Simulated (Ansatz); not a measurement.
# Indium, dhcp under r²SCAN: structure, energy and stiffness, part 2 of 2

What does r²SCAN give for indium in the dhcp structure? We relax it, solve it on a dense k-mesh, then scale the cell to 7 volumes from 88 to 112 % of the relaxed one and try a fit of the equation of state. Spin polarisation is left out. The k-meshes are 11×11×3 for the relaxation; 14×14×4 for the dense run; 12×12×4 for the volumes.

Ansatz 0.2.0; DFT, r2SCAN, plane waves (500 eV) with PAW, scalar-relativistic. Earlier steps stand in the parts before.

## Step 7: Equation of state: 100 %

The input, input.yaml:

```yaml
crystal:
  lattice:
    - [3.346706403, 0.0, 0.0]
    - [-1.6733532015, 2.898332764, 0.0]
    - [0.0, 0.0, 10.8414386528]
  atoms:
    - { symbol: In, position: [1.0, 0.0, 1.0] }
    - { symbol: In, position: [1.0, 0.0, 0.5] }
    - { symbol: In, position: [0.3333333333, 0.6666666667, 0.25] }
    - { symbol: In, position: [0.6666666667, 0.3333333333, 0.75] }
hamiltonian:
  xc: r2scan
  pseudopotentials:
    kind: paw
    azcp:
      In: "pseudopotentials/In.paw.azcp"
basis:
  ecutwfc: 500
  fft_grid_basis: typed
kpoints:
  mp_grid: { grid: [12, 12, 4], shift: [0, 0, 0] }
magnetization:
  spin_polarized: false
scf:
  occupations: { method: fermi_dirac, width: 0.1 }
  lower_state_search: "off"
output:
  stress: true
  write_density: true
  write_potential: true
  elf: true
  volumetric_format: npy
```

Started as:

```sh
$ ansatz run input.yaml --threads 1 --pin off --max-ram 3584MiB --backend cpu --events-out ev --progress --plain --runs-dir out
```

What it wrote, shortened:

```text
[...]
Pseudopotentials: kind: paw
Pseudopotential: In, paw, valence charge 13, recommended cutoff 500 eV (meta_gga), <dir>
Functional definition: r2SCAN
[...]
Crystal: 4 atoms, lattice volume = 105.161 Å³
Basis set: ecut = 500 eV, 2631 PW (Γ), exchange–correlation on 100×100×320 points (64 copies of the dense FFT grid, shifted against one another)
Bands: 32, of which v1, the nominal top of the filled ones, is band 26 counted from 1 (25 counted from 0)
Symmetry: 24 space group operations
Space group: P63/mmc (ITA 194), of the structure as read, at distance tolerance 4.7e-5 Å
k-points: 57 of 576
[...]
SCF iter   1: F=-22447.268685 eV  HF=-22447.265348 eV  |F-HF|=3.34e-3  |Δ(HF+E_count)|=         —  Δρ=8.09e-3  dr2=3.71e-2  dr2_τ=5.06e-3  ethr=1.77e-3  ⟨swp⟩=6.4  Hψ=8449  notcnv=0  defer=1
[...]
SCF iter   7: F=-22447.280954 eV  HF=-22447.280953 eV  |F-HF|=3.28e-8  |Δ(HF+E_count)|=   3.00e-7  Δρ=6.96e-6  dr2=4.19e-8  dr2_τ=4.90e-10  ethr=1.92e-10  ⟨swp⟩=11.1  Hψ=12474  notcnv=0
[...]
SCF converged after 7 iterations
Free energy (F): -22447.280954 eV
[...]
E sigma→0 (E₀):  -22447.255558 eV
Entropy (-TS):   -0.050791 eV (-12.698 meV/atom)
Fermi energy:    10.134770 eV
[...]
--- Stress (GPa, compression-positive) ---
       -0.003042      -0.000000       0.000000
       -0.000000      -0.003042       0.000000
        0.000000       0.000000       0.152129
  P = ⅓ Tr σ = 0.0487 GPa (0.487 kbar)
--- Band table (eV; the first three rows and the last of 57) ---
[...]
```

Run time: 39 s. Hardware: 1 thread of Intel Xeon Platinum 8259CL at 2.50GHz (Skylake/Cascade Lake), shared host; peak memory 0.84 GiB.

## Step 8: Equation of state: 104 %

Changes to input.yaml since step 7:

```diff
@@ -2,5 +2,5 @@
   lattice:
-    - [3.346706403, 0.0, 0.0]
-    - [-1.6733532015, 2.898332764, 0.0]
-    - [0.0, 0.0, 10.8414386528]
+    - [3.390747064, 0.0, 0.0]
+    - [-1.695373532, 2.9364730952, 0.0]
+    - [0.0, 0.0, 10.984105522]
   atoms:
@@ -28,5 +28 @@
   stress: true
-  write_density: true
-  write_potential: true
-  elf: true
-  volumetric_format: npy
```

Started as:

```sh
$ ansatz run input.yaml --threads 1 --pin off --max-ram 3584MiB --backend cpu --events-out ev --progress --plain --runs-dir out
```

What it wrote, shortened:

```text
[...]
Pseudopotentials: kind: paw
Pseudopotential: In, paw, valence charge 13, recommended cutoff 500 eV (meta_gga), <dir>
Functional definition: r2SCAN
[...]
Crystal: 4 atoms, lattice volume = 109.367 Å³
Basis set: ecut = 500 eV, 2789 PW (Γ), exchange–correlation on 100×100×324 points (64 copies of the dense FFT grid, shifted against one another)
Bands: 30, of which v1, the nominal top of the filled ones, is band 26 counted from 1 (25 counted from 0)
Symmetry: 24 space group operations
Space group: P63/mmc (ITA 194), of the structure as read, at distance tolerance 4.8e-5 Å
k-points: 57 of 576
[...]
SCF iter   1: F=-22447.249404 eV  HF=-22447.249678 eV  |F-HF|=2.74e-4  |Δ(HF+E_count)|=         —  Δρ=7.99e-3  dr2=3.77e-2  dr2_τ=4.18e-3  ethr=1.77e-3  ⟨swp⟩=6.9  Hψ=16973  notcnv=0  defer=15
[...]
SCF iter   7: F=-22447.261867 eV  HF=-22447.261867 eV  |F-HF|=2.65e-8  |Δ(HF+E_count)|=   2.78e-7  Δρ=6.35e-6  dr2=3.86e-8  dr2_τ=4.87e-10  ethr=1.92e-10  ⟨swp⟩=4.9  Hψ=5842  notcnv=0
[...]
SCF converged after 7 iterations
Free energy (F): -22447.261867 eV
[...]
E sigma→0 (E₀):  -22447.235492 eV
Entropy (-TS):   -0.052750 eV (-13.187 meV/atom)
Fermi energy:    9.588649 eV
[...]
--- Stress (GPa, compression-positive) ---
       -1.477603       0.000000       0.000000
        0.000000      -1.477603       0.000000
        0.000000       0.000000      -1.367181
  P = ⅓ Tr σ = -1.4408 GPa (-14.408 kbar)
```

It took 43 s on 1 thread of Intel Xeon Platinum 8259CL at 2.50GHz (Skylake/Cascade Lake), shared host; peak memory 0.85 GiB.

## Step 9: Equation of state: 108 %

Changes to input.yaml since step 8:

```diff
@@ -2,5 +2,5 @@
   lattice:
-    - [3.390747064, 0.0, 0.0]
-    - [-1.695373532, 2.9364730952, 0.0]
-    - [0.0, 0.0, 10.984105522]
+    - [3.4336724698, 0.0, 0.0]
+    - [-1.7168362349, 2.9736475871, 0.0]
+    - [0.0, 0.0, 11.1231595942]
   atoms:
@@ -28 +28,5 @@
   stress: true
+  write_density: true
+  write_potential: true
+  elf: true
+  volumetric_format: npy
```

Started as:

```sh
$ ansatz run input.yaml --threads 1 --pin off --max-ram 3584MiB --backend cpu --events-out ev --progress --plain --runs-dir out
```

What it wrote, shortened:

```text
[...]
Pseudopotentials: kind: paw
Pseudopotential: In, paw, valence charge 13, recommended cutoff 500 eV (meta_gga), <dir>
Functional definition: r2SCAN
[...]
Crystal: 4 atoms, lattice volume = 113.573 Å³
Basis set: ecut = 500 eV, 2885 PW (Γ), exchange–correlation on 108×108×360 points (64 copies of the dense FFT grid, shifted against one another)
Bands: 32, of which v1, the nominal top of the filled ones, is band 26 counted from 1 (25 counted from 0)
Symmetry: 24 space group operations
Space group: P63/mmc (ITA 194), of the structure as read, at distance tolerance 4.8e-5 Å
k-points: 57 of 576
[...]
SCF iter   1: F=-22447.195452 eV  HF=-22447.198357 eV  |F-HF|=2.90e-3  |Δ(HF+E_count)|=         —  Δρ=7.81e-3  dr2=3.78e-2  dr2_τ=3.51e-3  ethr=1.77e-3  ⟨swp⟩=6.4  Hψ=8448  notcnv=0
[...]
SCF iter   7: F=-22447.208177 eV  HF=-22447.208177 eV  |F-HF|=4.03e-8  |Δ(HF+E_count)|=   2.30e-7  Δρ=8.13e-6  dr2=6.19e-8  dr2_τ=5.79e-10  ethr=1.92e-10  ⟨swp⟩=10.7  Hψ=13335  notcnv=0
[...]
SCF converged after 7 iterations
Free energy (F): -22447.208177 eV
[...]
E sigma→0 (E₀):  -22447.180520 eV
Entropy (-TS):   -0.055315 eV (-13.829 meV/atom)
Fermi energy:    9.085470 eV
[...]
--- Stress (GPa, compression-positive) ---
       -2.622920       0.000000       0.000000
       -0.000000      -2.622920       0.000000
        0.000000       0.000000      -2.554925
  P = ⅓ Tr σ = -2.6003 GPa (-26.003 kbar)
--- Band table (eV; the first three rows and the last of 57) ---
[...]
```

Run time: 42 s. Hardware: 1 thread of Intel Xeon Platinum 8259CL at 2.50GHz (Skylake/Cascade Lake), shared host; peak memory 0.92 GiB.

## Step 10: Equation of state: 112 %

Changes to input.yaml since step 9:

```diff
@@ -2,5 +2,5 @@
   lattice:
-    - [3.4336724698, 0.0, 0.0]
-    - [-1.7168362349, 2.9736475871, 0.0]
-    - [0.0, 0.0, 11.1231595942]
+    - [3.4755506516, 0.0, 0.0]
+    - [-1.7377753258, 3.0099151564, 0.0]
+    - [0.0, 0.0, 11.2588212521]
   atoms:
@@ -28,5 +28 @@
   stress: true
-  write_density: true
-  write_potential: true
-  elf: true
-  volumetric_format: npy
```

Started as:

```sh
$ ansatz run input.yaml --threads 1 --pin off --max-ram 3584MiB --backend cpu --events-out ev --progress --plain --runs-dir out
```

What it wrote, shortened:

```text
[...]
Pseudopotentials: kind: paw
Pseudopotential: In, paw, valence charge 13, recommended cutoff 500 eV (meta_gga), <dir>
Functional definition: r2SCAN
[...]
Crystal: 4 atoms, lattice volume = 117.780 Å³
Basis set: ecut = 500 eV, 3005 PW (Γ), exchange–correlation on 108×108×360 points (64 copies of the dense FFT grid, shifted against one another)
Bands: 30, of which v1, the nominal top of the filled ones, is band 26 counted from 1 (25 counted from 0)
Symmetry: 24 space group operations
Space group: P63/mmc (ITA 194), of the structure as read, at distance tolerance 4.9e-5 Å
k-points: 57 of 576
[...]
SCF iter   1: F=-22447.114228 eV  HF=-22447.119485 eV  |F-HF|=5.26e-3  |Δ(HF+E_count)|=         —  Δρ=7.61e-3  dr2=3.78e-2  dr2_τ=2.97e-3  ethr=1.77e-3  ⟨swp⟩=6.8  Hψ=17028  notcnv=0  defer=8
[...]
SCF iter   7: F=-22447.127615 eV  HF=-22447.127615 eV  |F-HF|=3.48e-8  |Δ(HF+E_count)|=   2.08e-7  Δρ=7.06e-6  dr2=5.38e-8  dr2_τ=4.21e-10  ethr=1.92e-10  ⟨swp⟩=4.7  Hψ=6038  notcnv=0
[...]
SCF converged after 7 iterations
Free energy (F): -22447.127615 eV
[...]
E sigma→0 (E₀):  -22447.098401 eV
Entropy (-TS):   -0.058428 eV (-14.607 meV/atom)
Fermi energy:    8.620503 eV
[...]
--- Stress (GPa, compression-positive) ---
       -3.508330       0.000000      -0.000000
        0.000000      -3.508330       0.000000
       -0.000000       0.000000      -3.475360
  P = ⅓ Tr σ = -3.4973 GPa (-34.973 kbar)
```

It took 44 s on 1 thread of Intel Xeon Platinum 8259CL at 2.50GHz (Skylake/Cascade Lake), shared host; peak memory 0.93 GiB.

## Step 11: Energy and pressure against volume

All volumes keep the relaxed shape and fractional coordinates.

```csv
V (Å³/atom),E − E₀ (meV/atom),P from the stress (GPa),P from the fit (GPa)
23.135,65.2,7.51,7.52
24.187,26.6,4.39,4.38
25.239,6.1,1.96,1.93
26.290,0.0,0.05,0.02
27.342,5.0,-1.44,-1.48
28.393,18.8,-2.60,-2.65
29.445,39.3,-3.50,-3.57
```

Fit (Birch-Murnaghan, third order): V₀ = 26.301 Å³/atom, B₀ = 42 GPa, B₀′ = 5.1, largest residual 0.01 meV/atom.

## Step 12: What came out

The summary covers parts 1 to 2.

| quantity | value |
| --- | --- |
| space group (spins left aside) | P6_3/mmc (No. 194) |
| conventional cell | a = 3.347 Å, c = 10.841 Å (c/a = 3.239) |
| volume | 26.290 Å³/atom |
| shortest distance | 3.329 Å |
| gap on the mesh | none (levels filled in part) |
| relative to body-centred tetragonal | +7 meV/atom |
| V₀, B₀, B₀′ | 26.301 Å³/atom, 42 GPa, 5.1 |

The relaxation enlarged the cell by 0.6 % in volume. Against the reference form of indium (body-centred tetragonal, computed apart with the same settings) it stands 7 meV/atom higher. No gap shows: it is a metal or semimetal at this level. The fitted modulus is 42 GPa; letting shape and positions relax at each volume could only lower it. Relaxation kept the symmetry; phonons were not checked.
